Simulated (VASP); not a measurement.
# Ru (P6/mmm) in VASP: notebook

The runs below take Ru through single point, relaxation of cell and atoms, with r2SCAN.

Program: VASP 6.6.1. These are calculated values, not measurements. Logs are shortened: lines on timing, memory, paths and dates and some standing lists are left out, and cuts for length are marked.

**1. The crystal as given**

Symmetry: P6/mmm, No. 191, hexagonal system. The conventional cell has a = 4.464 Å, b = 4.464 Å, c = 2.737 Å, α = 90.00°, β = 90.00°, γ = 120.00°. Ru (site symmetry 6/mmm) is surrounded by 14 Ru at 2.74 to 2.92 Å. Ru (site symmetry -6m2) is surrounded by 11 Ru at 2.58 to 2.92 Å.

The cell was built by a generator and needn't be a form met in nature.

**2. Single point, r2SCAN**

Input file POSCAR:

```
Ru
1.0
    4.4642422224      0.0000000000      0.0000000000
   -2.2321211112      3.8661471732      0.0000000000
    0.0000000000      0.0000000000      2.7367745798
Ru
3
Direct
    0.0000000000      0.0000000000      0.0000000000
    0.3333333333      0.6666666667      0.5000000000
    0.6666666667      0.3333333333      0.5000000000
```

Input file INCAR.step1:

```
SYSTEM = Ru
PREC = Accurate ; ENCUT = 520
ISMEAR = 0 ; SIGMA = 0.1
LREAL = .FALSE. ; LASPH = .TRUE.
NELM = 100 ; NBANDS = 28
GGA = PE ; ALGO = Normal
EDIFF = 1E-4 ; LWAVE = .TRUE.
LCHARG = .FALSE.
```

Input file INCAR.step2:

```
SYSTEM = Ru
PREC = Accurate ; ENCUT = 520
EDIFF = 1E-6 ; ISMEAR = 0
SIGMA = 0.1 ; LREAL = .FALSE.
LASPH = .TRUE. ; NELM = 100
ALGO = Normal ; ISIF = 2
LWAVE = .FALSE. ; LCHARG = .FALSE.
METAGGA = R2SCAN ; LMIXTAU = .TRUE.
NBANDS = 28 ; ISTART = 1
```

Input file KPOINTS:

```
Automatic mesh
0
G
  6 6 6
  0 0 0
```

Potentials or basis: VASP PAW PBE potentials, release 64 (Ru_pv).

Command:

```
cat potpaw_PBE.64/Ru_pv/POTCAR > POTCAR
cp INCAR.step1 INCAR
mpirun -np 1 vasp_std > vasp.out
cp INCAR.step2 INCAR
mpirun -np 1 vasp_std > vasp.out
```

OUTCAR:

```text
SYSTEM = Ru
   PREC = Accurate
   ENCUT = 520
   EDIFF = 1E-6
   ISMEAR = 0
   LREAL = .FALSE.
   LASPH = .TRUE.
   NELM = 100
   ISIF = 2
   METAGGA = R2SCAN
   ISTART = 1

 ion  position               nearest neighbor table
   1  0.000  0.000  0.000-   2 2.92   3 2.92   2 2.92   3 2.92   2 2.92   2 2.92   3 2.92   3 2.92
                             3 2.92   3 2.92   2 2.92   2 2.92
   2  0.333  0.667  0.500-   3 2.58   3 2.58   3 2.58   1 2.92   1 2.92   1 2.92   1 2.92   1 2.92
                             1 2.92
   3  0.667  0.333  0.500-   2 2.58   2 2.58   2 2.58   1 2.92   1 2.92   1 2.92   1 2.92   1 2.92
                             1 2.92

  LATTYP: Found a hexagonal cell.
 ALAT       =     4.4642422224
 C/A-ratio  =     0.6130434783

  Lattice vectors:

 A1 = (   4.4642422224,   0.0000000000,   0.0000000000)
 A2 = (  -2.2321211112,   3.8661471732,   0.0000000000)
 A3 = (   0.0000000000,   0.0000000000,   2.7367745798)

Analysis of symmetry for initial positions (statically):
=====================================================================
 Subroutine PRICEL returns:
 Original cell was already a primitive cell.

 Routine SETGRP: Setting up the symmetry group for a
 hexagonal supercell.

 Subroutine GETGRP returns: Found 24 space group operations
 (whereof 24 operations were pure point group operations)
 out of a pool of 24 trial point group operations.

The static configuration has the point symmetry D_6h.

Analysis of symmetry for dynamics (positions and initial velocities):
=====================================================================
 Subroutine PRICEL returns:
 Original cell was already a primitive cell.

 Routine SETGRP: Setting up the symmetry group for a
 hexagonal supercell.

 Subroutine GETGRP returns: Found 24 space group operations
 (whereof 24 operations were pure point group operations)
 out of a pool of 24 trial point group operations.

The dynamic configuration has the point symmetry D_6h.

 Subroutine INISYM returns: Found 24 space group operations
 (whereof 24 operations are pure point group operations),
 and found     1 'primitive' translations

----------------------------------------------------------------------------------------

                                     Primitive cell

  volume of cell :      47.2351

  direct lattice vectors                    reciprocal lattice vectors
     4.464242222  0.000000000  0.000000000     0.224002182  0.129327720  0.000000000
    -2.232121111  3.866147173  0.000000000     0.000000000  0.258655440  0.000000000
     0.000000000  0.000000000  2.736774580     0.000000000  0.000000000  0.365393631

  length of vectors
     4.464242222  4.464242222  2.736774580     0.258655440  0.258655440  0.365393631

  position of ions in fractional coordinates (direct lattice)
     0.000000000  0.000000000  0.000000000
     0.333333333  0.666666667  0.500000000
     0.666666667  0.333333333  0.500000000

  ion indices of the primitive-cell ions
   primitive index   ion index
                 1           1
                 2           2
                 3           3

----------------------------------------------------------------------------------------

 KPOINTS: Automatic mesh

Automatic generation of k-mesh.
 Grid dimensions read from file:
 generate k-points for:    6    6    6

 Generating k-lattice:

  Cartesian coordinates                     Fractional coordinates (reciprocal lattice)
     0.037333697  0.021554620  0.000000000     0.166666667 -0.000000000  0.000000000
     0.000000000  0.043109240  0.000000000     0.000000000  0.166666667  0.000000000
     0.000000000  0.000000000  0.060898938     0.000000000  0.000000000  0.166666667

  Length of vectors
     0.043109240  0.043109240  0.060898938

  Shift w.r.t. Gamma in fractional coordinates (k-lattice)
     0.000000000  0.000000000  0.000000000

 Subroutine IBZKPT returns following result:
 ===========================================

 Found     28 irreducible k-points:

 Following reciprocal coordinates:
            Coordinates               Weight
  0.000000  0.000000  0.000000      1.000000
  0.166667  0.000000  0.000000      6.000000
  0.333333  0.000000  0.000000      6.000000
  0.500000  0.000000  0.000000      3.000000
  0.166667  0.166667  0.000000      6.000000
  0.333333  0.166667  0.000000     12.000000
[... 16 lines left out ...]
  0.166667  0.000000  0.500000      6.000000
  0.333333  0.000000  0.500000      6.000000
 [... further k-points ...]
   k-points           NKPTS =     28   k-points in BZ     NKDIM =     28   number of bands    NBANDS=     28
   number of dos      NEDOS =    301   number of ions     NIONS =      3
   total plane-waves  NPLWV =  25920
   dimension x,y,z NGX =    36 NGY =   36 NGZ =   20
   dimension x,y,z NGXF=    72 NGYF=   72 NGZF=   40
   ions per type =               3
   NGX,Y,Z   is equivalent  to a cutoff of  13.41, 13.41, 12.15 a.u.
   NGXF,Y,Z  is equivalent  to a cutoff of  26.81, 26.81, 24.30 a.u.
 SYSTEM =  Ru
   PREC   = accura    normal or accurate (medium, high low for compatibility)
   ISTART =      1    job   : 0-new  1-cont  2-samecut
   ICHARG =      0    charge: 1-file 2-atom 10-const
   ISPIN  =      1    spin polarized calculation?
   LNONCOLLINEAR =      F non collinear calculations
   LSORBIT =      F    spin-orbit coupling
   LASPH  =      T    aspherical Exc in radial PAW
   ENCUT  =  520.0 eV  38.22 Ry    6.18 a.u.   8.30  8.30  5.09*2*pi/ulx,y,z
   NELM   =    100;   NELMIN=  2; NELMDL=  0     # of ELM steps
   EDIFF  = 0.1E-05   stopping-criterion for ELM
   LREAL  =      F    real-space projection
   EDIFFG = 0.1E-04   stopping-criterion for IOM
   NSW    =      0    number of steps for IOM
   IBRION =     -1    ionic relax: 0-MD 1-quasi-New 2-CG
   NFREE  =      0    steps in history (QN), initial steepest desc. (CG)
   ISIF   =      2    stress and relaxation
   ISYM   =      2    0-nonsym 1-usesym 2-fastsym
   POTIM  = 0.5000    time-step for ionic-motion
   TEBEG  =    0.0;   TEEND  =   0.0 temperature during run
   PSTRESS=    0.0 pullay stress
   NELECT =      42.0000    total number of electrons
   NUPDOWN=      -1.0000    fix difference up-down
   EMIN   =  10.00;   EMAX   =-10.00  energy-range for DOS
   EFERMI =   0.00;   METHOD = LEGACY
   ISMEAR =     0;   SIGMA  =   0.10  broadening in eV -4-tet -1-fermi 0-gaus
   EFERMI_NEDOS =   21; number of points for ismear=-14 and -15
   IALGO  =     38    algorithm
   IMIX   =      4    mixing-type and parameters
     AMIX     =   0.40;   BMIX     =  1.00
     AMIX_MAG =   1.60;   BMIX_MAG =  1.00
  volume/ion in A,a.u.               =      15.75       106.25
  Fermi-wavevector in a.u.,A,eV,Ry     =   1.574235  2.974873 33.718170  2.478216
  Thomas-Fermi vector in A             =   2.675400
   LORBIT       =      0    0 simple, 1 ext, 2 COOP (PROOUT), +10 PAW based schemes
   METAGGA = R2SCAN    functional components
   LHFCALC =     F    Hartree Fock is set to
   AEXX    =    0.0000 exact exchange contribution
   IVDW    =     0    specifies the selected vdW correction
   LEPSILON=     F    determine dielectric tensor
   LRPA    =     F    only Hartree local field effects (RPA)
 non-spin polarized calculation
 Gauss-broadening in eV      SIGMA  =   0.10
  energy-cutoff  :      520.00
  volume of cell :       47.24
 maximum number of plane-waves:      1290
 NGX is ok and might be reduce to    36
   NGX = 17   NGY = 17   NGZ = 11

 number of electron      42.0000011 magnetization

 Free energy of the ion-electron system (eV)
  ---------------------------------------------------
  ext. energy  EPLUGINS =         0.00000000
  ---------------------------------------------------
  free energy    TOTEN  =       -74.79504959 eV

  energy without entropy =      -74.76913966  energy(sigma->0) =      -74.78209462

 E-fermi :  10.3813     XC(G=0): -14.3529

 val. band max:       10.3675004588   @ k =   0.1667   0.0000   0.3333
 cond. band min:      10.4040590066   @ k =   0.1667   0.0000   0.1667
 fundamental gap:      0.0365585478
 Fermi energy:        10.3812909917

 k-point     1 :       0.0000    0.0000    0.0000
  band No.  band energies     occupation
      1     -34.2610      2.00000
      2     -34.2610      2.00000
      3     -33.9564      2.00000
      4     -33.9564      2.00000
      5     -33.7723      2.00000
      6     -33.6114      2.00000
[... 20 lines left out ...]
     27      18.9118      0.00000
     28      18.9328      0.00000

 k-point     2 :       0.1667    0.0000    0.0000
  band No.  band energies     occupation
      1     -34.3009      2.00000
      2     -34.2593      2.00000
      3     -33.9042      2.00000
      4     -33.8935      2.00000
      5     -33.7593      2.00000
      6     -33.6336      2.00000
[... 20 lines left out ...]
     27      16.3329      0.00000
     28      18.7140      0.00000

 k-point     3 :       0.3333    0.0000    0.0000
  band No.  band energies     occupation
      1     -34.3605      2.00000
      2     -34.2041      2.00000
      3     -33.8104      2.00000
      4     -33.8026      2.00000
      5     -33.7836      2.00000
      6     -33.7253      2.00000
[... 20 lines left out ...]
     27      13.9063      0.00000
     28      18.7221      0.00000

 k-point     4 :       0.5000    0.0000    0.0000
  band No.  band energies     occupation
      1     -34.3850      2.00000
      2     -34.1200      2.00000
      3     -33.9324      2.00000
      4     -33.7561      2.00000
      5     -33.7397      2.00000
      6     -33.6916      2.00000
[... 578 lines left out ...]
     27      18.7058      0.00000
     28      18.7444      0.00000

 k-point    23 :       0.1667    0.0000    0.5000
  band No.  band energies     occupation
      1     -34.2304      2.00000
      2     -34.2158      2.00000
      3     -34.1905      2.00000
      4     -34.1061      2.00000
      5     -34.0778      2.00000
      6     -33.7864      2.00000
[... 20 lines left out ...]
     27      18.7058      0.00000
     28      18.7450      0.00000

 k-point    24 :       0.3333    0.0000    0.5000
  band No.  band energies     occupation
      1     -34.2382      2.00000
      2     -34.2334      2.00000
      3     -34.2250      2.00000
      4     -34.1041      2.00000
      5     -34.0144      2.00000
      6     -33.7868      2.00000
[... 20 lines left out ...]
     27      18.2854      0.00000
     28      18.7450      0.00000

 [... further k-points ...]

------------------------ aborting loop because EDIFF is reached ----------------------------------------

  FORCE on cell =-STRESS in cart. coord.  units (eV):
  Direction    XX          YY          ZZ          XY          YZ          ZX
  --------------------------------------------------------------------------------------
  -------------------------------------------------------------------------------------
  Total       -9.7034157     -9.7034157     -6.7321621      0.0000000     -0.0000000      0.0000000
  in kB     -329.1319633   -329.1319633   -228.3494595      0.0000000     -0.0000000      0.0000000
  external PRESSURE =    -295.5377953 kB  Pullay stress =       0.0000000 kB

 VOLUME and BASIS-vectors are now :
 -----------------------------------------------------------------------------
  energy-cutoff  :      520.00
  volume of cell :       47.24
      direct lattice vectors                 reciprocal lattice vectors
     4.464242222  0.000000000  0.000000000     0.224002182  0.129327720  0.000000000
    -2.232121111  3.866147173  0.000000000     0.000000000  0.258655440  0.000000000
     0.000000000  0.000000000  2.736774580     0.000000000  0.000000000  0.365393631

 POSITION                                       TOTAL-FORCE (eV/Angst)
 -----------------------------------------------------------------------------------
      0.00000      0.00000      0.00000        -0.000000      0.000000     -0.000000
     -0.00000      2.57743      1.36839        -0.000000      0.000000      0.000000
      2.23212      1.28872      1.36839         0.000000     -0.000000     -0.000000
 -----------------------------------------------------------------------------------
    total drift:                                0.000000      0.000000     -0.000000

  FREE ENERGIE OF THE ION-ELECTRON SYSTEM (eV)
  ---------------------------------------------------
  free  energy   TOTEN  =       -74.7950495891 eV

  energy  without entropy=      -74.7691396556  energy(sigma->0) =      -74.78209462
```

Wall time 49 s (1 thread of Intel Xeon 6975P-C (Granite Rapids), shared host); peak memory 0.18 GiB.

Results:

| Quantity | Value |
| --- | --- |
| Free energy | -74.7950 eV |
| Pressure | -29.6 GPa |
| Band gap on the k mesh | none (metal or under the smearing width) |

Stress tensor (GPa, compression positive):
```
-32.91   0.00   0.00
  0.00 -32.91   0.00
  0.00   0.00 -22.83
```

Levels at points of the mesh, in eV from the Fermi level:
| k point | band 18 | band 19 | band 20 | band 21 | band 22 | band 23 | band 24 | band 25 |
| --- | --- | --- | --- | --- | --- | --- | --- | --- |
| (0.00, 0.00, 0.00) | -1.88 | -1.88 | -1.07 | -1.07 | -0.99 | -0.99 | 1.36 | 1.36 |
| (0.50, 0.00, 0.00) | -2.02 | -0.86 | -0.80 | 0.26 | 0.67 | 0.71 | 0.72 | 1.02 |
| (0.00, 0.00, 0.50) | -1.82 | -1.82 | 0.51 | 0.51 | 1.04 | 1.04 | 2.08 | 3.21 |
| (0.50, 0.00, 0.50) | -1.73 | -0.73 | -0.48 | 0.26 | 0.70 | 1.14 | 1.78 | 3.00 |

Caveat: the k mesh is coarse (spacing up to 0.38 Å⁻¹), so the values aren't converged; a pressure of tens of GPa on the cell as given is suspect, and the run, the potentials or the cell itself is likely at fault; the PAW data sets were made with another functional, which shifts forces and pressure a little.

**3. Single point, r2SCAN**

This run uses another cell than the first one, of 13.84 Å³/atom, 0.879 times its volume.

Input file POSCAR:

```
Ru
1.0
    4.2369500023      0.0000000000      0.0000000000
   -2.1184750011      3.6693063365      0.0000000000
    0.0000000000      0.0000000000      2.6711875926
Ru
3
Direct
    0.0000000000      0.0000000000      0.0000000000
    0.3333333333      0.6666666667      0.5000000000
    0.6666666667      0.3333333333      0.5000000000
```

Input file INCAR.step1:

```
SYSTEM = Ru
PREC = Accurate
ENCUT = 520
ISMEAR = 0
SIGMA = 0.1
LREAL = .False.
LASPH = .True.
NELM = 100
NBANDS = 28
GGA = PE
ALGO = Normal
EDIFF = 1E-4
LWAVE = .True.
LCHARG = .False.
```

Input file INCAR.step2:

```
SYSTEM = Ru
PREC = Accurate
ENCUT = 520
EDIFF = 1E-7
ISMEAR = 0
SIGMA = 0.1
LREAL = .False.
LASPH = .True.
NELM = 100
ALGO = Normal
ISIF = 2
LWAVE = .False.
LCHARG = .True.
METAGGA = R2SCAN
LMIXTAU = .True.
LELF = .True.
LVHAR = .True.
NBANDS = 28
ISTART = 1
```

Input file KPOINTS:

```
regular mesh
0
Gamma
  6 6 6
  0 0 0
```

Potentials or basis: VASP PAW PBE potentials, release 64 (Ru_pv).

Command:

```
cat potpaw_PBE.64/Ru_pv/POTCAR > POTCAR
cp INCAR.step1 INCAR
mpirun -np 1 vasp_std > vasp.out
cp INCAR.step2 INCAR
mpirun -np 1 vasp_std > vasp.out
```

Wall time 37 s (1 thread of Intel Xeon 6975P-C (Granite Rapids), shared host); peak memory 0.17 GiB.

It converged, with:

```yaml
Free_energy: -75.3973 eV
Pressure: 1.5 GPa
Band_gap_on_the_k_mesh: none (metal or under the smearing width)
```

Stress tensor (GPa, compression positive):
```
1.60 0.00 0.00
0.00 1.60 0.00
0.00 0.00 1.25
```

Levels at points of the mesh, in eV from the Fermi level:
```csv
k point,band 19,band 20,band 21,band 22,band 23,band 24
"(0.00, 0.00, 0.00)",-2.25,-1.56,-1.56,-1.45,-1.45,1.71
"(0.50, 0.00, 0.00)",-1.29,-1.21,0.41,0.78,0.81,0.83
"(0.00, 0.00, 0.50)",-2.07,0.70,0.70,1.39,1.39,2.43
"(0.50, 0.00, 0.50)",-0.86,-0.60,0.30,1.01,1.30,2.15
```

Caveat: the k mesh is coarse (spacing up to 0.39 Å⁻¹), so the values aren't converged; the PAW data sets were made with another functional, which shifts forces and pressure a little.

**4. Relaxation of cell and atoms, r2SCAN**

Input file POSCAR:

```
Ru
1.0
    4.4642422224      0.0000000000      0.0000000000
   -2.2321211112      3.8661471732      0.0000000000
    0.0000000000      0.0000000000      2.7367745798
Ru
3
Direct
    0.0000000000      0.0000000000      0.0000000000
    0.3333333333      0.6666666667      0.5000000000
    0.6666666667      0.3333333333      0.5000000000
```

Input file INCAR.step1:

```
PREC = Accurate
ENCUT = 600
ISMEAR = 0
SIGMA = 0.1
LREAL = False
LASPH = True
NELM = 100
GGA = PE
ALGO = Normal
EDIFF = 1E-4
LWAVE = True
LCHARG = False
```

Input file INCAR.step2:

```
PREC = Accurate
ENCUT = 600
EDIFF = 1E-6
ISMEAR = 0
SIGMA = 0.1
LREAL = False
LASPH = True
NELM = 100
ALGO = Normal
ISIF = 3
LWAVE = False
LCHARG = False
METAGGA = R2SCAN
LMIXTAU = True
IBRION = 2
NSW = 90
EDIFFG = -0.04
ISTART = 1
```

Input file KPOINTS:

```
Automatic mesh
0
Gamma
  6 6 6
```

Command:

```
cat potpaw_PBE.64/Ru_pv/POTCAR > POTCAR
cp INCAR.step1 INCAR
mpirun -np 1 vasp_std > vasp.out
cp INCAR.step2 INCAR
mpirun -np 1 vasp_std > vasp.out
```

Run time: 4.6 min. Hardware: 1 thread of Intel Xeon 6975P-C (Granite Rapids), shared host; peak memory 0.2 GiB.

Results (log left out):

* Free energy: -75.3957 eV
* Relaxed volume: 13.91 Å³/atom
* Relaxed cell: a = 4.241 Å, b = 4.241 Å, c = 2.678 Å, α = 90.00°, β = 90.00°, γ = 120.00°
* Space group after relaxing (to 0.05 Å): P6/mmm (No. 191)
* Energy gained by relaxing: 201.9 meV/atom
* Ionic steps: 6
* Pressure after relaxing: 0.0 GPa
* Band gap on the k mesh: none (metal or under the smearing width)

Stress tensor (GPa, compression positive):
```
 0.24  0.00  0.00
 0.00  0.24  0.00
 0.00  0.00 -0.40
```

The path:
```csv
step,energy change (eV),largest force (eV/Å),pressure (GPa),volume (Å³)
1,0.0000,0.0000,-29.55,47.24
2,5.6028,0.0000,228.48,30.01
3,-0.5905,0.0000,-4.67,42.31
4,-0.5995,0.0000,-1.67,41.90
5,-0.6012,0.0000,0.31,41.64
6,-0.6056,0.0000,0.03,41.73
```

Final structure:
```xyz
3
Lattice="4.2415 0.0000 0.0000 -2.1207 3.6732 0.0000 0.0000 0.0000 2.6782" Properties=species:S:1:pos:R:3 pbc="T T T"
Ru    4.2415    0.0000    0.0000
Ru    0.0000    2.4488    1.3391
Ru    2.1207    1.2244    1.3391
```

Levels at points of the mesh, in eV from the Fermi level:
| k point | band 17 | band 18 | band 19 | band 20 | band 21 | band 22 | band 23 | band 24 | band 25 |
| --- | --- | --- | --- | --- | --- | --- | --- | --- | --- |
| (0.00, 0.00, 0.00) | -2.92 | -2.23 | -2.23 | -1.56 | -1.56 | -1.45 | -1.45 | 1.70 | 1.70 |
| (0.50, 0.00, 0.00) | -2.78 | -2.60 | -1.29 | -1.21 | 0.41 | 0.77 | 0.80 | 0.82 | 1.36 |
| (0.00, 0.00, 0.50) | -2.31 | -2.05 | -2.05 | 0.70 | 0.70 | 1.38 | 1.38 | 2.41 | 3.51 |
| (0.50, 0.00, 0.50) | -2.18 | -2.14 | -0.85 | -0.60 | 0.30 | 1.00 | 1.29 | 2.13 | 3.21 |

Caveat: the k mesh is coarse (spacing up to 0.38 Å⁻¹), so the values aren't converged; the PAW data sets were made with another functional, which shifts forces and pressure a little.

(Part 1 of 2 ends here.)
